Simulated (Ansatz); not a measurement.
**LiF: a prediction, then the measurements**

Level of theory: Ansatz 0.2.0, DFT PBE, scalar-relativistic, plane waves, PAW.

Cutoff 420 eV; k points 10×10×10 on the computed 2-atom cell (Γ-centred); Gaussian smearing, width 0.02 eV; no spin polarisation.

Relaxed structure:

```cif
data_structure
_symmetry_space_group_name_H-M 'Fm-3m'
_symmetry_Int_Tables_number 225
_cell_length_a 4.0686
_cell_length_b 4.0686
_cell_length_c 4.0686
_cell_angle_alpha 90.000
_cell_angle_beta 90.000
_cell_angle_gamma 90.000
_cell_volume 67.35
loop_
_atom_site_label
_atom_site_type_symbol
_atom_site_symmetry_multiplicity
_atom_site_Wyckoff_symbol
_atom_site_fract_x
_atom_site_fract_y
_atom_site_fract_z
_atom_site_occupancy
Li1 Li 4 b 0.50000 0.00000 0.00000 1
F1 F 4 a 0.00000 0.00000 0.00000 1
```

* Space group: Fm-3m (No. 225)
* Volume per atom: 8.42 Å³
* Formation energy from the elements' standard states (uncorrected): -2.945 eV/atom
* Kohn–Sham band gap: 8.83 eV, indirect from (-0.062, 0.000, 0.062) to Γ
* Orbital (Löwdin) character of the top 1 eV of the valence band: F 2p 99 %
* Orbital (Löwdin) character of the lowest 1 eV of the conduction band: Li 2s 63 %, F 2s 24 %, unprojected 9 %
* Electron masses at the edge by direction of the standard setting (m_e; one valley, along these axes only; no spin-orbit coupling): x: 0.86; y: 0.86; z: 0.86
* Hole masses at the edge by direction of the standard setting (m_e; one valley, along these axes only; no spin-orbit coupling): x: 2.4; y: 4.1; z: 2.4
* Bader charge by site (e): Li (1 in the cell) 0.90, F (1 in the cell) -0.90

**Against measurements.**

Against the measured lattice constant a of LiF, 4.0262 Å (298.15 K; a printed reference work (data compilation)), the calculated 4.069 Å is off by +1.1 %. The calculation is for 0 K without zero-point motion. A measured band gap of LiF is 14.2 eV (direct; a printed reference work (monograph)); the calculated 8.83 eV falls short of it by 5.37 eV. Kohn–Sham gaps of semilocal functionals fall short of measured ones as a rule.

The cell was reached from a generator's guess, though it ends in a space group that the Crystallography Open Database lists for this formula. Löwdin shares on free-atom orbitals overweight diffuse shells in the empty bands.
